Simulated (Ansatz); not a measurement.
Crystal: CuI.

```
I Cu
1.0
     4.09020    0.00000    0.00000
     0.00000    4.09020    0.00000
     0.00000    0.00000    6.55146
I Cu
2 2
Direct
  0.00000 0.50000 0.74303
  0.50000 0.00000 0.25697
  0.00000 0.00000 0.00000
  0.50000 0.50000 0.00000
```

Measurements of this composition are mostly on another form, of space group No. 216.

Base run:

```yaml
Program: Ansatz 0.2.0
Functional: PBEsol
Potentials_or_basis: all-electron LAPW, scalar-relativistic
Cutoff: 255 eV (chosen from the basis error)
Basis_error_allowed: 0.002 eV/atom
k_mesh: 7 × 7 × 4
Occupations: fermi-dirac, width 0.05 eV
Spin: no spin polarisation
Hubbard_terms: Cu d U = 4 eV
```

Its results: band gap on the k mesh 2.03 eV, direct; pressure -0.9 GPa; largest force 0.173 eV/Å.

Problem. The run is repeated on the same cell with these changes: hubbard terms from Cu d U = 4 eV to none. What comes out?

Solution. Band gap on the k mesh 1.49 eV, direct; pressure -1.7 GPa; largest force 0.233 eV/Å.

The U term pushes filled and empty states of the shell apart.

Caveats: spin-orbit coupling is left out, which moves the levels of the heavy elements; this functional lacks dispersion, which binds the layers, so the pressure and a relaxed spacing across them are unreliable; the density of states is complete only up to the lowest level of the last band computed; U is the effective U less J, on atomic orbitals that reach past the spheres (some runs).

